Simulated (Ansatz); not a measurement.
## NbAs: before and after

Level of theory: DFT PBE, scalar-relativistic, plane waves, PAW (Ansatz). All cells share a 420 eV cutoff and Γ-centred k meshes spaced at most 0.3 Å⁻¹ (0.19 for metals, 2π included).

The start was the zinc blende type (F-43m, No. 216), relaxed within its symmetry. A cell of 8 atoms (4 times the primitive one) was then disturbed at random, relaxed without symmetry and relaxed once more on a fine mesh. The k mesh leaves about 4 meV/atom of noise in metals.

Before:

```cif
data_structure
_symmetry_space_group_name_H-M 'F-43m'
_symmetry_Int_Tables_number 216
_cell_length_a 5.8142
_cell_length_b 5.8142
_cell_length_c 5.8142
_cell_angle_alpha 90.000
_cell_angle_beta 90.000
_cell_angle_gamma 90.000
_cell_volume 196.54
loop_
_atom_site_label
_atom_site_type_symbol
_atom_site_symmetry_multiplicity
_atom_site_Wyckoff_symbol
_atom_site_fract_x
_atom_site_fract_y
_atom_site_fract_z
_atom_site_occupancy
Nb1 Nb 4 a 0.00000 0.00000 0.00000 1
As1 As 4 c 0.25000 0.25000 0.25000 1
```

After:

```
Nb As
1.0
     3.42437    0.00000    0.00000
    -1.71219    2.96559    0.00000
     0.00000    0.00000    3.48852
Nb As
1 1
Cartesian
  1.7122 0.9885 1.7443
  0.0000 1.9771 0.0000
```

Task: Is this a distortion of the same structure or a reconstruction, and what lowers the energy?

Result: A reconstruction, from F-43m (No. 216) to P-6m2 (No. 187). Nb–Nb bonds form, at 3.42 Å where the closest pair was 4.11 Å apart; each As has on average 6 Nb contacts in place of 4, longer on average (2.52 → 2.64 Å). The result is the tungsten carbide structure.

Task: What does it gain?

Result: 979 meV/atom, with the volume going from 24.57 to 17.71 Å³/atom. Against the elements the energy goes from 0.29 to -0.68 eV/atom.

Cost: 4 runs of about 8 core-minutes in all, on Intel Xeon 6975P-C (Granite Rapids) (shared hosts).